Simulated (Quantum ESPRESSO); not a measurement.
Cu: equation of state with PBEsol

The system is Cu.

```xyz
2
Lattice="2.5341 0.0000 0.0000 -1.2670 2.1946 0.0000 0.0000 0.0000 4.1126" Properties=species:S:1:pos:R:3 pbc="T T T"
Cu    1.2670    0.7315    3.0844
Cu    0.0000    1.4631    1.0281
```

This isn't the form of Cu at room conditions, which is fcc.

| Item | Value |
| --- | --- |
| Program | Quantum ESPRESSO 7.5 |
| Task | equation of state |
| Functional | PBEsol |
| Potentials or basis | GBRV 1.5 PBEsol |
| Cutoff | 762 eV |
| Density cutoff | 6095 eV |
| k mesh | 12 × 12 × 7 |
| Occupations | fermi-dirac, width 0.05 eV |
| Spin | no spin polarisation |

The equilibrium volume is 11.38 Å³/atom. The bulk modulus at fixed shape and positions is 165 GPa and the pressure derivative of the bulk modulus is 4.9.

Energy against volume, from the lowest point:
```
volume (Å³/atom)  energy (meV/atom)
          10.749              19.90
          10.978               7.64
          11.207               1.24
          11.436               0.00
          11.664               3.40
          11.893              10.87
          12.122              22.00
```

All runs of the series together: 3.7 min on 2 threads of Arm Neoverse V2, with other jobs on the host.

Caveat: the cell was scaled at fixed shape and fractional positions, which overstates the stiffness of a crystal with free parameters, most of all of layers and chains.
